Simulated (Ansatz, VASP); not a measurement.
**One calculation of Pd, two programs**

```xyz
1
Lattice="0.0000 1.9211 1.9211 1.9211 0.0000 1.9211 1.9211 1.9211 0.0000" Properties=species:S:1:pos:R:3 pbc="T T T"
Pd    0.0000    0.0000    0.0000
```

Alike in both runs: task single point; functional LDA; k mesh 14 × 14 × 14; occupations methfessel-paxton of order 1, width 0.03 eV; no spin polarisation.

|  | VASP | Ansatz |
| --- | --- | --- |
| version | VASP 6.6.1 | Ansatz 0.2.0 |
| potentials or method | VASP PAW LDA potentials, release 64 (Pd) | plane waves (420 eV) with PAW, scalar-relativistic |
| plane-wave cutoff (eV) | 520 | 420 |
| valence electrons in the cell | 10 | 18 |

```csv
,VASP,Ansatz,Ansatz less VASP
pressure (GPa),-0.2,-0.5,-0.31
```

The two sets of potentials don't hold the same shells in valence. Ansatz warned: «pseudo_functional_mismatch».
